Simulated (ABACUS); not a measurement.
# H (I4/mmm) in ABACUS: notebook

The runs below take H through equation of state, with PBE.

Everything below comes from runs of ABACUS 3.10.1. Logs are shortened: lines on timing, memory, paths and dates and some standing lists are left out, and cuts for length are marked.

## (1) Starting point

It takes space group I4/mmm (No. 139, tetragonal). Conventional cell: a = 3.383 Å, b = 3.383 Å, c = 4.117 Å, α = 90.00°, β = 90.00°, γ = 90.00°. H (site symmetry 4mm) has 1 H at 0.74 Å as nearest neighbours.

## (2) Equation of state, PBE, 11.07 Å³/atom (volume scaled by 0.94)

INPUT

```
INPUT_PARAMETERS
suffix              H
calculation         scf
basis_type          lcao
pseudo_dir          ./
orbital_dir         ./
symmetry            1
dft_functional      pbe
ecutwfc             100
pseudo_rcut         10
nspin               1
nbands              5
ks_solver           genelpa
smearing_method     fd
smearing_sigma      0.00367493
scf_thr             1e-07
scf_nmax            100
mixing_type         broyden
mixing_beta         0.7
cal_force           1
cal_stress          1
out_mul             1
```

STRU

```
ATOMIC_SPECIES
H 1.0080 H.upf

NUMERICAL_ORBITAL
H_confined-atom_6au_2s1p.orb

LATTICE_CONSTANT
1.8897261246

LATTICE_VECTORS
-1.6570036692 1.6570036692 2.0164525258
1.6570036692 -1.6570036692 2.0164525258
1.6570036692 1.6570036692 -2.0164525258

ATOMIC_POSITIONS
Direct

H
0.0
2
0.0901377100 0.0901377100 0.0000000000 1 1 1
0.9098622900 0.9098622900 0.0000000000 1 1 1
```

KPT

```
K_POINTS
0
Gamma
11 11 11 0 0 0
```

Potentials or basis: PseudoDojo NC SR 0.4.1 PBE standard, DZP LCAO (the cutoffs set its grid).

Launch:

```
> OMP_NUM_THREADS=1 mpirun -np 4 abacus > log
```

running log:

```text
ABACUS v3.10.1

               Atomic-orbital Based Ab-initio Computation at UStc

 ------------------------------------------------------------------------------------

 READING GENERAL INFORMATION
                           global_out_dir = OUT.H/
                           global_in_card = INPUT
                               pseudo_dir = ./
                              orbital_dir = ./
                                    DSIZE = 4
                                    GSIZE = 1

 READING UNITCELL INFORMATION
                                    ntype = 1
                  lattice constant (Bohr) = 1.88973
              lattice constant (Angstrom) = 1

 READING ATOM TYPE 1
                               atom label = H
                      L=0, number of zeta = 2
                      L=1, number of zeta = 1
             number of atom for this type = 2

                        TOTAL ATOM NUMBER = 2
DIRECT COORDINATES
    atom                   x                   y                   z     mag                  vx                  vy                  vz
taud_H1            0.0901377100        0.0901377100        0.0000000000  0.0000        0.0000000000        0.0000000000        0.0000000000
taud_H2            0.9098622900        0.9098622900        0.0000000000  0.0000        0.0000000000        0.0000000000        0.0000000000

                          Volume (Bohr^3) = 149.448
                             Volume (A^3) = 22.146

 Lattice vectors: (Cartesian coordinate: in unit of a_0)
               -1.657              +1.657            +2.01645
               +1.657              -1.657            +2.01645
               +1.657              +1.657            -2.01645
 Reciprocal vectors: (Cartesian coordinate: in unit of 2 pi/a_0)
                   +0           +0.301749            +0.24796
            +0.301749                  +0            +0.24796
            +0.301749           +0.301749                  +0
 The esolver type has been set to : ksdft_lcao

                PAO radial cut off (Bohr) = 10

 Read in pseudopotential file is H.upf
                     pseudopotential type = NC
          exchange-correlation functional = PBE
                 nonlocal core correction = 0
                        valence electrons = 1
                                     lmax = 1
                           number of zeta = 1
                     number of projectors = 3
                           L of projector = 0
                           L of projector = 0
                           L of projector = 1
     initial pseudo atomic orbital number = 2

 SETUP THE ELECTRONS NUMBER
             electron number of element H = 1
       total electron number of element H = 2
            AUTOSET number of electrons:  = 2
[... 153 lines left out ...]
   longest nonlocal projector rcut (Bohr) = 1.02
                     search radius (Bohr) = 14
              searching radius is (Bohr)) = 14
         searching radius unit is (Bohr)) = 1.89
                         PeriodicBoundary = 1
                        Radius(unit:lat0) = 7.43
                                   glayer = [ 4, 4, 5 ]
                             glayer_minus = [ 3, 3, 4 ]

Find the coordinate range of the input atom(unit:lat0).
                                  min_tau = [ -16.6, -16.6, -19.8 ]
                                  max_tau = [ 16.6, 16.6, 23.8 ]
                                BoxNumber = [ 7, 7, 9 ]

 SETUP EXTENDED REAL SPACE GRID FOR GRID INTEGRATION
                          real space grid = [ 40, 40, 40 ]
                 big cell numbers in grid = [ 8, 8, 8 ]
             meshcell numbers in big cell = [ 5, 5, 5 ]
                        extended fft grid = [ 10, 10, 11 ]
                dimension of extened grid = [ 29, 29, 31 ]
                            UnitCellTotal = 125
              Atom number in sub-FFT-grid = 2
    Local orbitals number in sub-FFT-grid = 10
                                ParaV.nnr = 1527
                                 init_chg = atomic

 LCAO ALGORITHM --------------- ION=   1  ELEC=   1--------------------------------

 Density error is 0.283484085425
----------------------------------------------------------
     Energy           Rydberg                 eV
----------------------------------------------------------
 E_KohnSham     -2.2863685329        -31.1076397747
 E_Harris       -2.2044100964        -29.9925380401
 E_Fermi        -0.3613428506        -4.9163216998
----------------------------------------------------------
[... 80 lines left out ...]
 Density error is 5.07019674777e-09
----------------------------------------------------------
     Energy           Rydberg                 eV
----------------------------------------------------------
 E_KohnSham     -2.2859926122        -31.1025251124
 E_KS(sigma->0) -2.2859926122        -31.1025251124
 E_Harris       -2.2859926139        -31.1025251349
 E_band         -1.3528615890        -18.4066262156
 E_one_elec     -0.9327517746        -12.6907389547
 E_Hartree      0.6420014102         8.7348773031
 E_xc           -1.3253621460        -18.0324770998
 E_Ewald        -0.6698801018        -9.1141863611
 E_entropy(-TS) 0.0000000000         0.0000000000
 E_descf        0.0000000000         0.0000000000
 E_exx          0.0000000000         0.0000000000
 E_Fermi        -0.2683603226        -3.6512295047
----------------------------------------------------------

 charge density convergence is achieved
 final etot is -31.102525112 eV
 EFERMI = -3.6512295047 eV

 STATE ENERGY(eV) AND OCCUPATIONS    NSPIN == 1
 1/126 kpoint (Cartesian) = 0.0000 0.0000 0.0000 (623 pws)
       1       -10.8230     0.00150263
       2        6.74274        0.00000
       3        9.36398        0.00000
       4        16.3382        0.00000
       5        16.3382        0.00000
[... 29 lines left out ...]
 6/126 kpoint (Cartesian) = 0.13716 0.0000 -0.11271 (627 pws)
       1       -9.15336      0.0120210
       2        1.16661    1.70886e-44
       3        10.4054        0.00000
       4        11.5944        0.00000
       5        12.8135        0.00000

[... levels at 120 further k points ...]

 correction force for each atom along direction 1 is -3.93349e-16
 correction force for each atom along direction 2 is -6.68597e-17
 correction force for each atom along direction 3 is 1.33227e-15
------------------------------------------------------------------------------------------
 TOTAL-FORCE (eV/Angstrom)
------------------------------------------------------------------------------------------
                        H1         0.0000000000         0.0000000000         3.4680288357
                        H2         0.0000000000         0.0000000000        -3.4680288357
------------------------------------------------------------------------------------------

----------------------------------------------------------------
 TOTAL-STRESS (KBAR)
----------------------------------------------------------------
        -4.4959888878         0.0000000000         0.0000000000
         0.0000000000        -4.4959888878        -0.0000000000
         0.0000000000         0.0000000000       179.0048227910
----------------------------------------------------------------
 TOTAL-PRESSURE: 56.670948 KBAR

 --------------------------------------------
 !FINAL_ETOT_IS -31.1025251123821853 eV
 --------------------------------------------
```

stdout:

```text
ABACUS v3.10.1

               Atomic-orbital Based Ab-initio Computation at UStc

 UNIFORM GRID DIM        : 40 * 40 * 40
 UNIFORM GRID DIM(BIG)   : 8 * 8 * 8
[... 27 lines left out ...]
----------------------------------------------------------------
 TOTAL-STRESS (KBAR)
----------------------------------------------------------------
        -4.4959888878         0.0000000000         0.0000000000
         0.0000000000        -4.4959888878        -0.0000000000
         0.0000000000         0.0000000000       179.0048227910
----------------------------------------------------------------
 TOTAL-PRESSURE: 56.670948 KBAR
```

It took 2.1 s on 4 MPI ranks of AMD EPYC 7B13 (Zen 3), shared host; peak memory 0.4 GiB.

What came out:

| Item | Value |
| --- | --- |
| Free energy | -31.1025 eV |
| Pressure | 5.7 GPa |
| Largest force | 3.468 eV/Å |
| Band gap on the k mesh | 9.33 eV, indirect (least direct gap 10.28 eV) |

Caveat: the atomic orbitals were generated for these runs and aren't a published set; an odd mesh through Γ misses points on the zone boundary, where band edges often lie; the basis of atomic orbitals isn't converged, which shifts pressures, moduli and gaps; forces of over 1 eV/Å show positions far from the minimum, so gaps and moduli don't describe the material at rest.

## (3) Equation of state, PBE, 11.31 Å³/atom (volume scaled by 0.96)

INPUT is that of step 2.

STRU: that of step 2 with these lines changed.

```diff
@@ -10,5 +10,5 @@
 LATTICE_VECTORS
--1.6570036692 1.6570036692 2.0164525258
-1.6570036692 -1.6570036692 2.0164525258
-1.6570036692 1.6570036692 -2.0164525258
+-1.6686730936 1.6686730936 2.0306533635
+1.6686730936 -1.6686730936 2.0306533635
+1.6686730936 1.6686730936 -2.0306533635
```

KPT is that of step 2.

Potentials or basis: PseudoDojo NC SR 0.4.1 PBE standard, DZP LCAO (the cutoffs set its grid).

Launch:

```
> OMP_NUM_THREADS=1 mpirun -np 4 abacus > log
```

Wall time 2 s (4 MPI ranks of AMD EPYC 7B13 (Zen 3), shared host); peak memory 0.4 GiB.

Results (log left out):

- Free energy: -31.1183 eV
- Pressure: 5.1 GPa
- Largest force: 3.228 eV/Å
- Band gap on the k mesh: 9.32 eV, indirect (least direct gap 10.24 eV)

Caveat: the atomic orbitals were generated for these runs and aren't a published set; an odd mesh through Γ misses points on the zone boundary, where band edges often lie; the basis of atomic orbitals isn't converged, which shifts pressures, moduli and gaps; forces of over 1 eV/Å show positions far from the minimum, so gaps and moduli don't describe the material at rest.

## (4) Equation of state, PBE, 11.54 Å³/atom (volume scaled by 0.98)

INPUT is that of step 3.

STRU: that of step 3 with these lines changed.

```diff
@@ -10,5 +10,5 @@
 LATTICE_VECTORS
--1.6686730936 1.6686730936 2.0306533635
-1.6686730936 -1.6686730936 2.0306533635
-1.6686730936 1.6686730936 -2.0306533635
+-1.6801815476 1.6801815476 2.0446583120
+1.6801815476 -1.6801815476 2.0446583120
+1.6801815476 1.6801815476 -2.0446583120
```

KPT is that of step 3.

Launch:

```
> OMP_NUM_THREADS=1 mpirun -np 4 abacus > log
```

Run time: 2 s. Hardware: 4 MPI ranks of AMD EPYC 7B13 (Zen 3), shared host; peak memory 0.4 GiB.

The run converged. Its results:

| Property | Result |
| --- | --- |
| Free energy | -31.1324 eV |
| Pressure | 4.5 GPa |
| Largest force | 2.998 eV/Å |
| Band gap on the k mesh | 9.31 eV, indirect (least direct gap 10.21 eV) |

Caveat: the atomic orbitals were generated for these runs and aren't a published set; an odd mesh through Γ misses points on the zone boundary, where band edges often lie; the basis of atomic orbitals isn't converged, which shifts pressures, moduli and gaps; forces of over 1 eV/Å show positions far from the minimum, so gaps and moduli don't describe the material at rest.

## (5) Equation of state, PBE, 11.78 Å³/atom

INPUT is that of step 4.

STRU: that of step 4 with these lines changed.

```diff
@@ -10,5 +10,5 @@
 LATTICE_VECTORS
--1.6801815476 1.6801815476 2.0446583120
-1.6801815476 -1.6801815476 2.0446583120
-1.6801815476 1.6801815476 -2.0446583120
+-1.6915344700 1.6915344700 2.0584739900
+1.6915344700 -1.6915344700 2.0584739900
+1.6915344700 1.6915344700 -2.0584739900
```

KPT is that of step 4.

Launch:

```
> OMP_NUM_THREADS=1 mpirun -np 4 abacus > log
```

Run time: 2.1 s. Hardware: 4 MPI ranks of AMD EPYC 7B13 (Zen 3), shared host; peak memory 0.4 GiB.

The run converged. Its results:

```yaml
Free_energy: -31.1450 eV
Pressure: 4.0 GPa
Largest_force: 2.777 eV/Å
Band_gap_on_the_k_mesh: 9.30 eV, indirect (least direct gap 10.17 eV)
```

Caveat: the atomic orbitals were generated for these runs and aren't a published set; an odd mesh through Γ misses points on the zone boundary, where band edges often lie; the basis of atomic orbitals isn't converged, which shifts pressures, moduli and gaps; forces of over 1 eV/Å show positions far from the minimum, so gaps and moduli don't describe the material at rest.

## (6) Equation of state, PBE, 12.02 Å³/atom (volume scaled by 1.02)

INPUT is that of step 5.

STRU: that of step 5 with these lines changed.

```diff
@@ -10,5 +10,5 @@
 LATTICE_VECTORS
--1.6915344700 1.6915344700 2.0584739900
-1.6915344700 -1.6915344700 2.0584739900
-1.6915344700 1.6915344700 -2.0584739900
+-1.7027370115 1.7027370115 2.0721066654
+1.7027370115 -1.7027370115 2.0721066654
+1.7027370115 1.7027370115 -2.0721066654
```

KPT is that of step 5.

Potentials or basis: PseudoDojo NC SR 0.4.1 PBE standard, DZP LCAO (the cutoffs set its grid).

Launch:

```
> OMP_NUM_THREADS=1 mpirun -np 4 abacus > log
```

Run time: 2 s. Hardware: 4 MPI ranks of AMD EPYC 7B13 (Zen 3), shared host; peak memory 0.4 GiB.

The run converged. Its results:

| Property | Result |
| --- | --- |
| Free energy | -31.1562 eV |
| Pressure | 3.6 GPa |
| Largest force | 2.566 eV/Å |
| Band gap on the k mesh | 9.30 eV, indirect (least direct gap 10.14 eV) |

Caveat: the atomic orbitals were generated for these runs and aren't a published set; an odd mesh through Γ misses points on the zone boundary, where band edges often lie; the basis of atomic orbitals isn't converged, which shifts pressures, moduli and gaps; forces of over 1 eV/Å show positions far from the minimum, so gaps and moduli don't describe the material at rest.

## (7) Equation of state, PBE, 12.25 Å³/atom (volume scaled by 1.04)

INPUT is that of step 6.

STRU: that of step 6 with these lines changed.

```diff
@@ -10,5 +10,5 @@
 LATTICE_VECTORS
--1.7027370115 1.7027370115 2.0721066654
-1.7027370115 -1.7027370115 2.0721066654
-1.7027370115 1.7027370115 -2.0721066654
+-1.7137940552 1.7137940552 2.0855622805
+1.7137940552 -1.7137940552 2.0855622805
+1.7137940552 1.7137940552 -2.0855622805
```

KPT is that of step 6.

Launch:

```
> OMP_NUM_THREADS=1 mpirun -np 4 abacus > log
```

Run time: 2 s. Hardware: 4 MPI ranks of AMD EPYC 7B13 (Zen 3), shared host; peak memory 0.4 GiB.

The run converged. Its results:

* Free energy: -31.1662 eV
* Pressure: 3.2 GPa
* Largest force: 2.363 eV/Å
* Band gap on the k mesh: 9.29 eV, indirect (least direct gap 10.10 eV)

Caveat: the atomic orbitals were generated for these runs and aren't a published set; an odd mesh through Γ misses points on the zone boundary, where band edges often lie; the basis of atomic orbitals isn't converged, which shifts pressures, moduli and gaps; forces of over 1 eV/Å show positions far from the minimum, so gaps and moduli don't describe the material at rest.

## (8) Equation of state, PBE, 12.49 Å³/atom (volume scaled by 1.06)

INPUT is that of step 7.

STRU: that of step 7 with these lines changed.

```diff
@@ -10,5 +10,5 @@
 LATTICE_VECTORS
--1.7137940552 1.7137940552 2.0855622805
-1.7137940552 -1.7137940552 2.0855622805
-1.7137940552 1.7137940552 -2.0855622805
+-1.7247102352 1.7247102352 2.0988464748
+1.7247102352 -1.7247102352 2.0988464748
+1.7247102352 1.7247102352 -2.0988464748
```

KPT is that of step 7.

Launch:

```
> OMP_NUM_THREADS=1 mpirun -np 4 abacus > log
```

It took 1.9 s on 4 MPI ranks of AMD EPYC 7B13 (Zen 3), shared host; peak memory 0.4 GiB.

The run converged. Its results:

- Free energy: -31.1749 eV
- Pressure: 2.8 GPa
- Largest force: 2.168 eV/Å
- Band gap on the k mesh: 9.28 eV, indirect (least direct gap 10.07 eV)

Caveat: the atomic orbitals were generated for these runs and aren't a published set; an odd mesh through Γ misses points on the zone boundary, where band edges often lie; the basis of atomic orbitals isn't converged, which shifts pressures, moduli and gaps; forces of over 1 eV/Å show positions far from the minimum, so gaps and moduli don't describe the material at rest.

## (9) Equation of state, PBE

Potentials or basis: PseudoDojo NC SR 0.4.1 PBE standard, DZP LCAO (the cutoffs set its grid).

No new run: the results of the series are fitted here.

Results:

```
Equilibrium volume : outside the volumes run
```

Energy against volume, from the lowest point:
| volume (Å³/atom) | energy (meV/atom) |
| --- | --- |
| 11.073 | 36.18 |
| 11.309 | 28.29 |
| 11.544 | 21.23 |
| 11.780 | 14.92 |
| 12.015 | 9.32 |
| 12.251 | 4.36 |
| 12.487 | 0.00 |

Caveat: the atomic orbitals were generated for these runs and aren't a published set; the basis of atomic orbitals isn't converged, which shifts pressures, moduli and gaps.
